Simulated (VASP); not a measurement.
**InH3: relaxation of cell and atoms with PBE**

Crystal: InH3.

```xyz
4
Lattice="2.9800 0.0000 0.0000 0.0000 2.9800 0.0000 0.0000 0.0000 5.6517" Properties=species:S:1:pos:R:3 pbc="T T T"
In    0.0000    0.0000    0.0000
H     1.4900    0.0000    2.8258
H     0.0000    1.4900    2.8258
H     1.4900    1.4900    2.8258
```

The cell was built by a generator and needn't be a form met in nature.

```
Program                : VASP 6.6.1
Task                   : relaxation of cell and atoms
Functional             : PBE
Potentials or basis    : VASP PAW PBE potentials, release 64 (In_d, H)
Cutoff                 : 600 eV
k mesh                 : 9 × 9 × 5
Occupations            : gaussian, width 0.05 eV
Spin                   : no spin polarisation
Further INCAR settings : ALGO = Normal; EDIFF = 1e-06; IBRION = 2; EDIFFG = -0.01; NSW = 60; ISIF = 3
```

* Relaxed volume: 9.15 Å³/atom
* Relaxed cell: a = 2.906 Å, b = 2.906 Å, c = 4.334 Å, α = 90.00°, β = 90.00°, γ = 90.00°
* Space group after relaxing (to 0.05 Å): P4/mmm (No. 123)
* Energy gained by relaxing: 83.5 meV/atom
* Ionic steps: 22
* Pressure after relaxing: 0.1 GPa
* Band gap on the k mesh: none (metal or under the smearing width)

The path:
```tsv
step	energy change (eV)	largest force (eV/Å)	pressure (GPa)	volume (Å³)
1	0.0000	0.0000	-6.33	50.19
2	-0.1222	0.0000	-4.63	46.67
3	-0.2166	0.0000	-1.59	42.25
4	-0.2241	0.0000	0.87	40.18
5	-0.2252	0.0000	0.12	40.75
6	-0.2735	0.0000	0.10	39.63
7	-0.2901	0.0000	0.32	38.80
8	-0.2929	0.0000	0.43	38.42
9	-0.2974	0.0000	0.79	37.65
10	-0.3137	0.0000	2.36	36.09
11	-0.2706	0.0000	7.01	32.87
12	-0.3142	0.0000	3.00	35.61
13	-0.3149	0.0000	2.73	35.84
14	-0.3311	0.0000	-0.54	37.50
15	-0.3314	0.0000	-0.13	37.28
16	-0.3314	0.0000	-0.18	37.31
17	-0.3318	0.0000	-0.11	37.22
18	-0.3326	0.0000	-0.03	36.98
19	-0.3338	0.0000	0.30	36.47
20	-0.3336	0.0000	0.08	36.54
21	-0.3338	0.0000	0.22	36.49
22	-0.3339	0.0000	0.06	36.60
```

Final structure:
```
CELL_PARAMETERS angstrom
2.90578 0.00000 0.00000
0.00000 2.90578 0.00000
0.00000 0.00000 4.33428
ATOMIC_POSITIONS crystal
In 0.00000 0.00000 0.00000
H 0.50000 0.00000 0.50000
H 0.00000 0.50000 0.50000
H 0.50000 0.50000 0.50000
```

Levels at points of the mesh, in eV from the Fermi level:
```
           k point  band 4  band 5  band 6  band 7  band 8  band 9  band 10  band 11  band 12
(0.00, 0.00, 0.00)  -14.48  -14.33  -11.27   -4.39   -0.67    2.75     7.01     8.27     8.27
```

Wall time 2.6 min on 1 thread of Intel(R) Xeon(R) Platinum 8559C (Emerald Rapids), on a shared host, peak memory 0.2 GiB.

Caveat: the volume moved by over 15 % at a fixed basis, so the end points are rough.
